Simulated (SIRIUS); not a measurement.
# ZnSe (Stilleite) (F-43m) in SIRIUS: notebook

The runs below take ZnSe (Stilleite) through single point, equation of state, with PBEsol, PBE.

All numbers are computed with SIRIUS 7.12.0; they aren't measurements. Logs are shortened: lines on timing, memory, paths and dates and some standing lists are left out, and cuts for length are marked. The log counts tension as positive stress, the text compression.

**The experiment to reproduce.**

“Alloy Disordering Effects on the Thermal Conductivity and Energy Gap Temperature Dependence of Cd1−xZnxSe Ternary Crystals Grown by the Bridgman Method”, 2023, pmc:10253836 reports, for a bulk crystal of ZnSe at 300 K: band gap 2.695 ± 0.003 eV (an exciton energy, a little under the gap).

The results are compared with them further down.

## 1. The crystal as given

It takes space group F-43m (No. 216, cubic). Conventional cell: a = 5.668 Å, b = 5.668 Å, c = 5.668 Å, α = 90.00°, β = 90.00°, γ = 90.00°. Se (site symmetry -43m) has 4 Zn at 2.45 Å as nearest neighbours. Zn (site symmetry -43m) is surrounded by 4 Se at 2.45 Å.

## 2. Single point, PBEsol

Input file sirius.json:

```json
{
  "control": {
    "processing_unit": "cpu",
    "std_evp_solver_name": "lapack",
    "gen_evp_solver_name": "lapack",
    "verbosity": 2,
    "print_forces": true,
    "ortho_rf": true,
    "use_second_variation": true,
    "rmt_max": 3.0,
    "num_bands_to_print": 24,
    "save_wf": true
  },
  "parameters": {
    "electronic_structure_method": "full_potential_lapwlo",
    "xc_functionals": ["XC_GGA_X_PBE_SOL", "XC_GGA_C_PBE_SOL"],
    "core_relativity": "dirac",
    "valence_relativity": "iora",
    "num_fv_states": 29,
    "smearing": "fermi_dirac",
    "smearing_width": 0.0018374661,
    "pw_cutoff": 20,
    "gk_cutoff": 3.77,
    "lmax_apw": 10,
    "lmax_rho": 8,
    "lmax_pot": 8,
    "num_mag_dims": 0,
    "auto_rmt": 0,
    "ngridk": [8, 8, 8],
    "shiftk": [0, 0, 0],
    "num_dft_iter": 80,
    "energy_tol": 1e-07,
    "density_tol": 1e-05,
    "use_symmetry": true
  },
  "settings": {"tol_ne": 1e-10},
  "iterative_solver": {"type": "exact"},
  "mixer": {"type": "anderson", "beta": 0.5, "max_history": 8},
  "unit_cell": {
    "lattice_vectors": [[0.0, 5.355105892, 5.355105892], [5.355105892, 0.0, 5.355105892], [5.355105892, 5.355105892, 0.0]],
    "atom_types": ["Se", "Zn"],
    "atom_files": {"Se": "Se.json", "Zn": "Zn.json"},
    "atoms": {"Se": [[0.75, 0.75, 0.75]], "Zn": [[0.0, 0.0, 0.0]]}
  }
}
```

Input file Se.json:

```json
{
  "name": "selenium",
  "symbol": "Se",
  "number": 34,
  "mass": 78.96,
  "rmin": 1e-06,
  "rmt": 2.23,
  "nrmt": 800,
  "rinf": 13.6,
  "core": "1s2s2p",
  "valence": [
    {"basis": [{"enu": -0.07, "dme": 0, "n": 0, "auto": 0}, {"enu": -0.07, "dme": 1, "n": 0, "auto": 0}]},
    {"l": 0, "n": 1, "basis": [{"enu": -0.1183, "dme": 0, "n": 0, "auto": 0}]},
    {"l": 1, "n": 2, "basis": [{"enu": 0.03, "dme": 0, "n": 0, "auto": 0}]},
    {"l": 2, "n": 3, "basis": [{"enu": 0.03, "dme": 0, "n": 0, "auto": 0}]},
    {"l": 3, "n": 4, "basis": [{"enu": 0.03, "dme": 0, "n": 0, "auto": 0}]}
  ],
  "lo": [
    {
      "l": 0,
      "basis": [{"enu": -0.1183, "dme": 0, "n": 0, "auto": 0}, {"enu": -0.1183, "dme": 1, "n": 0, "auto": 0}]
    },
    {
      "l": 0,
      "basis": [{"enu": -0.1183, "dme": 1, "n": 0, "auto": 0}, {"enu": -0.1183, "dme": 2, "n": 0, "auto": 0}]
    },
    {
      "l": 0,
      "basis": [{"enu": -7.5218, "dme": 0, "n": 3, "auto": 1}, {"enu": -7.5218, "dme": 1, "n": 3, "auto": 1}]
    },
    {
      "l": 0,
      "basis": [{"enu": -0.1183, "dme": 0, "n": 0, "auto": 0}, {"enu": 2.2947, "dme": 0, "n": 0, "auto": 0}]
    },
    {"l": 1, "basis": [{"enu": 0.03, "dme": 0, "n": 0, "auto": 0}, {"enu": 0.03, "dme": 1, "n": 0, "auto": 0}]},
    {
      "l": 1,
      "basis": [{"enu": -5.3306, "dme": 0, "n": 3, "auto": 1}, {"enu": -5.3306, "dme": 1, "n": 3, "auto": 1}]
    },
    {
      "l": 1,
      "basis": [{"enu": -5.3306, "dme": 1, "n": 3, "auto": 1}, {"enu": 0.03, "dme": 0, "n": 0, "auto": 0}]
    },
    {"l": 1, "basis": [{"enu": 0.03, "dme": 0, "n": 0, "auto": 0}, {"enu": 3.7301, "dme": 0, "n": 0, "auto": 0}]},
    {"l": 2, "basis": [{"enu": 0.03, "dme": 0, "n": 0, "auto": 0}, {"enu": 0.03, "dme": 1, "n": 0, "auto": 0}]},
    {
      "l": 2,
      "basis": [{"enu": -1.6895, "dme": 0, "n": 3, "auto": 1}, {"enu": -1.6895, "dme": 1, "n": 3, "auto": 1}]
    },
    {
      "l": 2,
      "basis": [{"enu": -1.6895, "dme": 1, "n": 3, "auto": 1}, {"enu": 0.03, "dme": 0, "n": 0, "auto": 0}]
    },
    {"l": 2, "basis": [{"enu": 0.03, "dme": 0, "n": 0, "auto": 0}, {"enu": 4.2127, "dme": 0, "n": 0, "auto": 0}]},
    {"l": 3, "basis": [{"enu": 0.03, "dme": 0, "n": 0, "auto": 0}, {"enu": 0.03, "dme": 1, "n": 0, "auto": 0}]},
    {"l": 3, "basis": [{"enu": 0.03, "dme": 0, "n": 0, "auto": 0}, {"enu": 3.529, "dme": 0, "n": 0, "auto": 0}]}
  ],
  "free_atom": [... radial grid and density of the free atom, the start of the SCF ...]
}
```

Input file Zn.json:

```json
{
  "name": "zinc",
  "symbol": "Zn",
  "number": 30,
  "mass": 65.38,
  "rmin": 1e-06,
  "rmt": 2.23,
  "nrmt": 800,
  "rinf": 14.28,
  "core": "1s2s2p",
  "valence": [
    {"basis": [{"enu": -0.07, "dme": 0, "n": 0, "auto": 0}, {"enu": -0.07, "dme": 1, "n": 0, "auto": 0}]},
    {"l": 0, "n": 1, "basis": [{"enu": 0.03, "dme": 0, "n": 0, "auto": 0}]},
    {"l": 1, "n": 2, "basis": [{"enu": 0.03, "dme": 0, "n": 0, "auto": 0}]},
    {"l": 2, "n": 3, "basis": [{"enu": 0.002, "dme": 0, "n": 0, "auto": 0}]},
    {"l": 3, "n": 4, "basis": [{"enu": 0.03, "dme": 0, "n": 0, "auto": 0}]}
  ],
  "lo": [
    {"l": 0, "basis": [{"enu": 0.03, "dme": 0, "n": 0, "auto": 0}, {"enu": 0.03, "dme": 1, "n": 0, "auto": 0}]},
    {
      "l": 0,
      "basis": [{"enu": -4.4569, "dme": 0, "n": 3, "auto": 1}, {"enu": -4.4569, "dme": 1, "n": 3, "auto": 1}]
    },
    {
      "l": 0,
      "basis": [{"enu": -4.4569, "dme": 1, "n": 3, "auto": 1}, {"enu": 0.03, "dme": 0, "n": 0, "auto": 0}]
    },
    {"l": 0, "basis": [{"enu": 0.03, "dme": 0, "n": 0, "auto": 0}, {"enu": 3.2474, "dme": 0, "n": 0, "auto": 0}]},
    {"l": 1, "basis": [{"enu": 0.03, "dme": 0, "n": 0, "auto": 0}, {"enu": 0.03, "dme": 1, "n": 0, "auto": 0}]},
    {
      "l": 1,
      "basis": [{"enu": -2.7979, "dme": 0, "n": 3, "auto": 1}, {"enu": -2.7979, "dme": 1, "n": 3, "auto": 1}]
    },
    {
      "l": 1,
      "basis": [{"enu": -2.7979, "dme": 1, "n": 3, "auto": 1}, {"enu": 0.03, "dme": 0, "n": 0, "auto": 0}]
    },
    {"l": 1, "basis": [{"enu": 0.03, "dme": 0, "n": 0, "auto": 0}, {"enu": 3.7301, "dme": 0, "n": 0, "auto": 0}]},
    {"l": 2, "basis": [{"enu": 0.002, "dme": 0, "n": 0, "auto": 0}, {"enu": 0.002, "dme": 1, "n": 0, "auto": 0}]},
    {"l": 2, "basis": [{"enu": 0.002, "dme": 1, "n": 0, "auto": 0}, {"enu": 0.002, "dme": 2, "n": 0, "auto": 0}]},
    {"l": 2, "basis": [{"enu": 0.002, "dme": 0, "n": 0, "auto": 0}, {"enu": 3.139, "dme": 0, "n": 0, "auto": 0}]},
    {"l": 3, "basis": [{"enu": 0.03, "dme": 0, "n": 0, "auto": 0}, {"enu": 0.03, "dme": 1, "n": 0, "auto": 0}]},
    {"l": 3, "basis": [{"enu": 0.03, "dme": 0, "n": 0, "auto": 0}, {"enu": 3.529, "dme": 0, "n": 0, "auto": 0}]}
  ],
  "free_atom": [... radial grid and density of the free atom, the start of the SCF ...]
}
```

Input file sirius_start.json:

```json
{
  "control": {
    "processing_unit": "cpu",
    "std_evp_solver_name": "lapack",
    "gen_evp_solver_name": "lapack",
    "verbosity": 1,
    "print_forces": false,
    "ortho_rf": true,
    "use_second_variation": true,
    "rmt_max": 3.0,
    "num_bands_to_print": 24,
    "save_wf": false
  },
  "parameters": {
    "electronic_structure_method": "full_potential_lapwlo",
    "xc_functionals": ["XC_LDA_X", "XC_LDA_C_PW"],
    "core_relativity": "dirac",
    "valence_relativity": "iora",
    "num_fv_states": 29,
    "smearing": "fermi_dirac",
    "smearing_width": 0.0055123983,
    "pw_cutoff": 20,
    "gk_cutoff": 3.01,
    "lmax_apw": 10,
    "lmax_rho": 8,
    "lmax_pot": 8,
    "num_mag_dims": 0,
    "auto_rmt": 0,
    "ngridk": [3, 3, 3],
    "shiftk": [0, 0, 0],
    "num_dft_iter": 30,
    "energy_tol": 0.01,
    "density_tol": 0.05,
    "use_symmetry": true
  },
  "settings": {"tol_ne": 1e-10},
  "iterative_solver": {"type": "exact"},
  "mixer": {"type": "anderson", "beta": 0.5, "max_history": 8},
  "unit_cell": {
    "lattice_vectors": [[0.0, 5.355105892, 5.355105892], [5.355105892, 0.0, 5.355105892], [5.355105892, 5.355105892, 0.0]],
    "atom_types": ["Se", "Zn"],
    "atom_files": {"Se": "Se.json", "Zn": "Zn.json"},
    "atoms": {"Se": [[0.75, 0.75, 0.75]], "Zn": [[0.0, 0.0, 0.0]]}
  }
}
```

Potentials or basis: all-electron FP-LAPW, apw+lo standard.

Command:

```console
OMP_NUM_THREADS=1 sirius.scf --input=sirius_start.json --output=start.json
OMP_NUM_THREADS=1 sirius.scf --input=sirius.json --output=output.json --task=1
```

The log of the run:

```text
[info] SIRIUS version : 7.12.0
[info] number of MPI ranks           : 1
[info] MPI grid                      : 1 1
[info] maximum number of OMP threads : 1
[fft] FFT context for density and potential
[fft] =====================================
[fft]   plane wave cutoff                     : 20
[fft]   grid size                             : 54 54 54   total : 157464
[fft]   grid limits                           : -26 27   -26 27   -26 27
[fft]   number of G-vectors within the cutoff : 41391
[fft]   number of G-shells                    : 1096
[fft] FFT context for coarse grid
[fft] =====================================
[fft]   plane wave cutoff                     : 7.54
[fft]   grid size                             : 24 24 24   total : 13824
[fft]   grid limits                           : -11 12   -11 12   -11 12
[fft]   number of G-vectors within the cutoff : 2229
[fft]   number of G-shells                    : 84
[unit cell] lattice vectors
[unit cell]   a1 :       0.0000000000      5.3551058920      5.3551058920
[unit cell]   a2 :       5.3551058920      0.0000000000      5.3551058920
[unit cell]   a3 :       5.3551058920      5.3551058920      0.0000000000
[unit cell] reciprocal lattice vectors
[unit cell]   b1 :      -0.5866536941      0.5866536941      0.5866536941
[unit cell]   b2 :       0.5866536941     -0.5866536941      0.5866536941
[unit cell]   b3 :       0.5866536941      0.5866536941     -0.5866536941
[unit cell] unit cell volume :       307.13844748 [a.u.^3]
[unit cell] 1/sqrt(omega)    :         0.05706015
[unit cell] MT volume        :        92.90373925 (30.25%)
[unit cell] IT volume        :       214.23470823 (69.75%)
[unit cell] number of atom types : 2
[unit cell] type id : 0 symbol : Se mt_radius :   2.230000 num_atoms : 1
[unit cell] type id : 1 symbol : Zn mt_radius :   2.230000 num_atoms : 1
[unit cell] total number of atoms : 2
[unit cell] number of symmetry classes : 2
[unit cell] atom id  type id  class id             position                      vector_field
[unit cell] ------------------------------------------------------------------------------------------
[unit cell]      0        0        0      0.75000   0.75000   0.75000      0.00000   0.00000   0.00000
[unit cell]      1        1        1      0.00000   0.00000   0.00000      0.00000   0.00000   0.00000
[... 366 lines left out ...]
[diagonalize] ik:   28   -7.487040   -5.269588   -5.269587   -5.269587   -4.473276   -2.794823   -2.794822   -2.794820   -1.610260   -1.610259   -1.610247   -1.610101   -1.610087   -0.332837   -0.120220   -0.116799   -0.112053   -0.111912   -0.099762   -0.057100    0.013476    0.016956    0.313408    0.318853
[generate_core_charge_density] atom class : 0
[generate_core_charge_density]   n,l,k : 1 0 1  energy :        -458.74216704
[generate_core_charge_density]   n,l,k : 2 0 1  energy :         -58.66023799
[generate_core_charge_density]   n,l,k : 2 1 1  energy :         -52.60535643
[generate_core_charge_density]   n,l,k : 2 1 2  energy :         -51.07212208
[generate_core_charge_density] atom class : 1
[generate_core_charge_density]   n,l,k : 1 0 1  energy :        -349.41837985
[generate_core_charge_density]   n,l,k : 2 0 1  energy :         -42.25377732
[generate_core_charge_density]   n,l,k : 2 1 1  energy :         -37.19206325
[generate_core_charge_density]   n,l,k : 2 1 2  energy :         -36.31577166
[find] Total energy                   :   -4223.33286163 (Ha),   -8446.66572326 (Ry)
[find] iteration : 1, RMS (target) : 9.0068e-02 (1.0000e-05) , energy difference (target) : -1.2514e-04 (1.0000e-07)
[... 21 lines left out ...]
[find] valence_eval_sum               :     -89.92780518
[find] core_eval_sum                  :   -2347.16474937
[find] kinetic energy                 :    4312.00457956
[find] enuc                           :   -5106.89911441
[find] <rho|V^{XC}>                   :    -205.41449577
[find] <rho|E^{XC}>                   :    -156.59698141
[find] <mag|B^{XC}>                   :       0.00000000
[find] <rho|V^{H}>                    :   -6543.68263833
[find] smearing (-TS)                 :      -0.00000000
[find] SCF correction                 :      -0.00001067
[find] Total energy                   :   -4223.33284610 (Ha),   -8446.66569219 (Ry)
[find] Free energy (E-TS)             :   -4223.33284610 (Ha),   -8446.66569220 (Ry)
[find] band gap (eV)                  :       1.16608071
[find] Efermi                         :       0.14204459
[find] iteration : 7, RMS (target) : 2.9939e-06 (1.0000e-05) , energy difference (target) : 3.3149e-08 (1.0000e-07)
[find] converged after 8 SCF iterations!
[find] Charges and magnetic moments
[find] --------------------------------------------------------------------------------
[find] atom      charge    core leakage
[find] --------------------------------------------------------------------------------
[find]    0   32.047599    0.000000e+00
[find]    1   28.593197    1.674177e-14
[find] total core leakage    : 1.67417688e-14
[find] interstitial charge   : 3.359202
[find] total charge          : 63.999998
[find] Energy
[find] --------------------------------------------------------------------------------
[find] valence_eval_sum               :     -89.92780518
[find] core_eval_sum                  :   -2347.16474937
[find] kinetic energy                 :    4312.00457956
[find] enuc                           :   -5106.89911441
[find] <rho|V^{XC}>                   :    -205.41449577
[find] <rho|E^{XC}>                   :    -156.59698141
[find] <mag|B^{XC}>                   :       0.00000000
[find] <rho|V^{H}>                    :   -6543.68263833
[find] smearing (-TS)                 :      -0.00000000
[find] SCF correction                 :      -0.00001067
[find] Total energy                   :   -4223.33284610 (Ha),   -8446.66569219 (Ry)
[find] Free energy (E-TS)             :   -4223.33284610 (Ha),   -8446.66569220 (Ry)
[find] band gap (eV)                  :       1.16608071
[find] Efermi                         :       0.14204459
[ground_state]
[ground_state] ==== total Forces in Ha/bohr =====
[ground_state] atom:    0, force:      -0.0000000     -0.0000000      0.0000000
[ground_state] atom:    1, force:      -0.0000000     -0.0000000      0.0000000
[ground_state] ==== contribution from density =====
[ground_state] atom:    0, force:       0.0000000     -0.0000000      0.0000000
[ground_state] atom:    1, force:       0.0000000     -0.0000000      0.0000000
[ground_state] ==== contribution from Hartree potential =====
[ground_state] atom:    0, force:      -0.0000000      0.0000000      0.0000000
[ground_state] atom:    1, force:       0.0000000      0.0000000      0.0000000
[ground_state] ==== contribution from IBS =====
[ground_state] atom:    0, force:       0.0000000      0.0000000      0.0000000
[ground_state] atom:    1, force:      -0.0000000     -0.0000000      0.0000000
```

Wall time 62 s (1 thread of Arm Neoverse V1, shared host); peak memory 0.47 GiB.

What came out:

| Quantity | Value |
| --- | --- |
| Free energy | -114922.7413 eV |
| Band gap on the k mesh | 1.17 eV, direct |
| All electrons inside the program's atomic spheres | Se 32.05; Zn 28.59 (radii Se 2.23, Zn 2.23 bohr) |

Levels at points of the mesh, in eV from the valence-band top:
| k point | band 19 | band 20 | band 21 | band 22 | band 23 | band 24 | band 25 | band 26 |
| --- | --- | --- | --- | --- | --- | --- | --- | --- |
| (0.00, 0.00, 0.00) | -6.19 | 0.00 | 0.00 | 0.00 | 1.17 | 5.74 | 5.74 | 5.74 |
| (0.50, 0.00, 0.00) | -6.03 | -5.27 | -0.87 | -0.87 | 2.45 | 6.31 | 6.31 | 8.40 |
| (0.50, 0.50, 0.00) | -6.01 | -4.78 | -2.20 | -2.20 | 2.85 | 3.38 | 10.59 | 11.17 |

(Part 1 of 8 ends here.)
